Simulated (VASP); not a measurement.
KCl (strained CsCl): one PBE single-point calculation in two programs

```cif
data_structure
_symmetry_space_group_name_H-M 'P 1'
_symmetry_Int_Tables_number 1
_cell_length_a 3.5653
_cell_length_b 3.5653
_cell_length_c 3.8467
_cell_angle_alpha 90.000
_cell_angle_beta 90.000
_cell_angle_gamma 90.000
_cell_volume 48.90
loop_
_atom_site_label
_atom_site_type_symbol
_atom_site_fract_x
_atom_site_fract_y
_atom_site_fract_z
_atom_site_occupancy
K1 K 0.00000 0.00000 0.00000 1
Cl1 Cl 0.50000 0.50000 0.50000 1
```

Each program uses its own PAW datasets. VASP's cell holds 16 valence electrons and Ansatz's 16. Ansatz's stress includes a Pulay correction; VASP's doesn't.

Cutoffs: 520 eV in VASP, 420 eV in Ansatz. k meshes: 8×8×8 and 8×8×8.

```csv
,VASP,Ansatz
gap between bands v and c,5.19 eV,5.19 eV
least direct gap,5.41 eV,5.41 eV
pressure,3.8 GPa,3.8 GPa
```

Band v is the last that the valence electrons fill when counted band by band, and c is the next. Levels in eV from the top of v, Ansatz:

```json
{"point": "Γ", "v−1": "-0.21", "v": "-0.21", "c": "5.19", "c+1": "6.19"}
{"point": "X", "v−1": "-0.74", "v": "-0.21", "c": "7.79", "c+1": "8.23"}
{"point": "M", "v−1": "-1.58", "v": "-0.38", "c": "6.20", "c+1": "6.81"}
{"point": "R", "v−1": "-1.88", "v": "-1.74", "c": "8.86", "c+1": "9.18"}
```

VASP:

```tsv
point	v−1	v	c	c+1
Γ	-0.22	-0.22	5.19	6.19
X	-0.74	-0.21	7.80	8.25
M	-1.58	-0.38	6.21	6.82
R	-1.88	-1.74	8.92	9.24
```
